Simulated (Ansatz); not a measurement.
**W: stress in a strained cell**

W is deformed so: equal xy, yz and zx engineering shear strains of -3 %. What stress and forces result, by LAPW, PAW and all-electron datasets made for the crystal?

Computed with Ansatz 0.2.0 (DFT PBE, scalar-relativistic, unless a step's input says otherwise).

## (1) The structure to begin with

Symmetry: Fm-3m, No. 225, cubic system. The conventional cell has a = 4.060 Å, b = 4.060 Å, c = 4.060 Å, α = 90.00°, β = 90.00°, γ = 90.00°. W (site symmetry m-3m) has 12 W at 2.87 Å as nearest neighbours.

As a file:

```cif
data_structure
_symmetry_space_group_name_H-M 'Fm-3m'
_symmetry_Int_Tables_number 225
_cell_length_a 4.0600
_cell_length_b 4.0600
_cell_length_c 4.0600
_cell_angle_alpha 90.000
_cell_angle_beta 90.000
_cell_angle_gamma 90.000
_cell_volume 66.92
loop_
_atom_site_label
_atom_site_type_symbol
_atom_site_symmetry_multiplicity
_atom_site_Wyckoff_symbol
_atom_site_fract_x
_atom_site_fract_y
_atom_site_fract_z
_atom_site_occupancy
W1 W 4 a 0.00000 0.00000 0.00000 1
```

The file gives the conventional cell by its symmetry; the runs use the cell typed in the input.

## (2) The deformed structure

Space group Fm-3m before, R-3m after.

## (3) Full-potential LAPW

input.yaml

```yaml
crystal:
  lattice:
    - [-0.0609, 1.99955, 1.99955]
    - [1.99955, -0.0609, 1.99955]
    - [1.99955, 1.99955, -0.0609]
  atoms:
    - { symbol: W, position: [0.0, 0.0, 0.0] }
kpoints:
  mp_grid: { grid: [14, 14, 14] }
  band_path:
    path:
      - [0.0, 0.0, 0.0]
      - [0.5, 0.5, 0.5]
      - [0.2579113083, 0.5, 0.7420886917]
      - [-0.2579113083, 0.2579113083, 0.5]
      - [0.0, 0.0, 0.5]
      - [0.0, 0.0, 0.0]
      - [-0.3789556542, 0.0, 0.3789556542]
      - [0.0, 0.3789556542, 0.6210443458]
      - [0.0, 0.5, 0.5]
    npoints: 5
scf:
  occupations: { method: fermi_dirac, width: 0.05 }
hamiltonian:
  xc: pbe
  pseudopotentials: { kind: all_electron, lapw: { basis_error: 0.00025 } }
output:
  forces: true
  stress: true
  eigenvalues: true
```

Launch:

```console
ansatz run input.yaml --threads 1 --pin off --max-ram 3072MiB --backend cpu --events-out ev --progress --plain --runs-dir out
```

## (4) Frozen-core PAW

input.yaml

```yaml
crystal:
  lattice:
    - [-0.0609, 1.99955, 1.99955]
    - [1.99955, -0.0609, 1.99955]
    - [1.99955, 1.99955, -0.0609]
  atoms:
    - { symbol: W, position: [0.0, 0.0, 0.0] }
kpoints:
  mp_grid: { grid: [14, 14, 14] }
scf:
  occupations: { method: fermi_dirac, width: 0.05 }
hamiltonian:
  xc: pbe
  pseudopotentials: { kind: paw }
output:
  forces: true
  stress: true
  eigenvalues: true
  efg: { contact_densities: true }
```

## (5) Datasets made for this crystal

input.yaml: that of step 4 with these lines changed.

```diff
@@ -13,3 +13,3 @@
   xc: pbe
-  pseudopotentials: { kind: paw }
+  pseudopotentials: { kind: all_electron, datasets: crystal }
 output:
```

(Steps that only read results are left out.)

What does the calculation give? Wanted: pressure; largest shear or deviatoric stress.

The runs gave:

| quantity | value |
| --- | --- |
| pressure | LAPW -3.92, PAW -4.03, crystal datasets -3.92 GPa |
| largest shear or deviatoric stress (LAPW) | 3.11 GPa |

**Reading.** The largest part of the stress beyond the pressure is 3.11 GPa in size. No run of the undeformed cell stands beside it, so the pressure holds what the given cell had before the change. PAW: stress within 0.10 GPa of LAPW. Crystal datasets: stress within 0.01 GPa of LAPW. Spin-orbit coupling is left out, though the cell holds W; in elements this heavy it can shift bands and gaps by tenths of an eV.
